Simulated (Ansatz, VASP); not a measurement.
Two plane-wave programs on Zn

File POSCAR:

```
Zn
1.0
    0.0000000000      1.7505045397      2.4752134191
    1.7505045397      0.0000000000      2.4752134191
    1.7505045397      1.7505045397      0.0000000000
Zn
1
Direct
    0.0000000000      0.0000000000      0.0000000000
```

Contents of INCAR.step1:

```
SYSTEM = Zn
  PREC = Accurate
  ENCUT = 520
  ISMEAR = 0
  SIGMA = 0.15
  LREAL = .FALSE.
  LASPH = .TRUE.
  NELM = 100
  NBANDS = 12
  GGA = PE
  ALGO = Normal
  EDIFF = 1E-4
  LWAVE = .TRUE.
  LCHARG = .FALSE.
```

INCAR.step2

```
SYSTEM = Zn
  PREC = Accurate
  ENCUT = 520
  EDIFF = 1E-6
  ISMEAR = 0
  SIGMA = 0.15
  LREAL = .FALSE.
  LASPH = .TRUE.
  NELM = 100
  ALGO = Normal
  ISIF = 2
  LWAVE = .FALSE.
  LCHARG = .FALSE.
  METAGGA = R2SCAN
  LMIXTAU = .TRUE.
  NBANDS = 12
  ISTART = 1
```

The input KPOINTS:

```
regular mesh
0
G
  22 22 22
  0 0 0
```

Input for Ansatz:

```yaml
crystal:
  lattice:
    - [0.0, 1.7505045397, 2.4752134191]
    - [1.7505045397, 0.0, 2.4752134191]
    - [1.7505045397, 1.7505045397, 0.0]
  atoms:
    - { symbol: Zn, position: [0.0, 0.0, 0.0] }
basis:
  ecutwfc: 500
kpoints:
  mp_grid: { grid: [22, 22, 22] }
hamiltonian:
  xc: r2scan
scf:
  occupations: { method: gaussian, width: 0.15 }
output:
  forces: true
  stress: true
  eigenvalues: true
```

Alike in both runs: task single point; functional r2SCAN; k mesh 22 × 22 × 22; occupations gaussian, width 0.15 eV; no spin polarisation.

|  | VASP | Ansatz |
| --- | --- | --- |
| version | VASP 6.6.1 | Ansatz 0.2.0 |
| potentials or method | VASP PAW PBE potentials, release 64 (Zn) | scalar-relativistic, plane waves, PAW |
| plane-wave cutoff (eV) | 520 | 500 |
| valence electrons in the cell | 12 | 12 |

|  | VASP | Ansatz | Ansatz less VASP |
| --- | --- | --- | --- |
| gap on the k mesh at the Fermi level (eV) | none | none | - |
| pressure (GPa) | 3.1 | 2.4 | -0.74 |
| largest component of the traceless stress (GPa) | 7.60 | 7.32 | -0.278 |

A gap of «none» marks a metal or a gap that the smearing closes. The functional is the same, so the differences come from potentials, cutoffs and numerics.

Caveats: the PAW data sets were made with another functional, which shifts forces and pressure a little (VASP).
